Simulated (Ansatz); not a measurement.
## Ionic part of the dielectric constant of SiC, mode by mode

Computed with DFT LDA, scalar-relativistic, plane waves, PAW (Ansatz 0.2.0). Plane waves to 420 eV; Γ-centred k mesh 12×12×6; fixed occupations. No spin polarisation. Phonons by linear response, acoustic sum rule imposed.

It takes space group P6_3mc (No. 186, hexagonal). Conventional cell: a = 3.056 Å, b = 3.056 Å, c = 5.016 Å, α = 90.00°, β = 90.00°, γ = 120.00°. Si (site symmetry 3m) has 4 C at 1.87 to 1.89 Å as nearest neighbours. C (site symmetry 3m) has 4 Si at 1.87 to 1.89 Å as nearest neighbours.

The primitive cell has V = 40.58 Å³ and ε∞,xx = 6.894. Each polar mode adds Δε = (4.92064×10⁷/V)·S/ν² along x, with S its oscillator strength in e²/amu, ν in cm⁻¹ and V in Å³.

Question: From these modes, find each Δε and ε0,xx.
```
ν (cm⁻¹) S_xx (e²/amu)
   801.0          1.725
```

Answer:
```tsv
ν (cm⁻¹)	Δε
801.0	3.26
```

The sum is 3.260, so ε0,xx = 10.15; the run's tensor has 10.15.

Question: Where do the longitudinal modes lie for a wave vector along x?

Answer: At 972 cm⁻¹. The Lyddane–Sachs–Teller product Π(ν_LO/ν_TO)² = 1.47 matches ε0/ε∞ = 1.47.

Cost: 1 run of about 9.6 core-minutes, on Arm Neoverse V1 (shared hosts).

The static response along x is mainly electronic: the lattice adds 3.26 to an ε∞ of 6.894. All of the ionic part comes from one polar mode, as expected for wurtzite, where only the E1 optical vibration carries a dipole in the basal plane. Its oscillator strength reflects the polar Si–C bond, in which charge shifts towards the more electronegative carbon and is redistributed further as the sublattices move against each other. Stiff, partly covalent bonds and the light carbon atom keep the frequency high, but only the stiffness limits the ionic share, because the mass cancels between the oscillator strength and the squared frequency.

The same dipole creates the macroscopic field that raises the longitudinal mode to 972 cm⁻¹, with the electronic screening moderating the shift. The Lyddane–Sachs–Teller match shows internal consistency, not accuracy against experiment. The electronic term is probably somewhat too large, since LDA underestimates the band gap. The dielectric anisotropy remains open, as the response along c involves a separate A1 mode.
